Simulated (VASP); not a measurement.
CdSe (Cadmoselite):

```
Cd Se
1.0
     4.30969    0.00000    0.00000
    -2.15484    3.73230    0.00000
     0.00000    0.00000    7.03519
Cd Se
2 2
Direct
  0.33333 0.66667 0.00467
  0.66667 0.33333 0.50467
  0.33333 0.66667 0.38033
  0.66667 0.33333 0.88033
```

Base run:

- Program: VASP 6.6.1
- Functional: TB-mBJ
- Potentials or basis: VASP PAW PBE potentials, release 64 (Cd, Se)
- Cutoff: 520 eV
- k mesh: 9 × 9 × 4
- Occupations: gaussian, width 0.03 eV
- Spin: no spin polarisation

Its results: band gap on the k mesh 2.00 eV, direct.

Problem. The run is repeated on the same cell with these changes: functional from TB-mBJ to r2SCAN. What comes out?

Solution. Band gap on the k mesh 1.14 eV, direct.
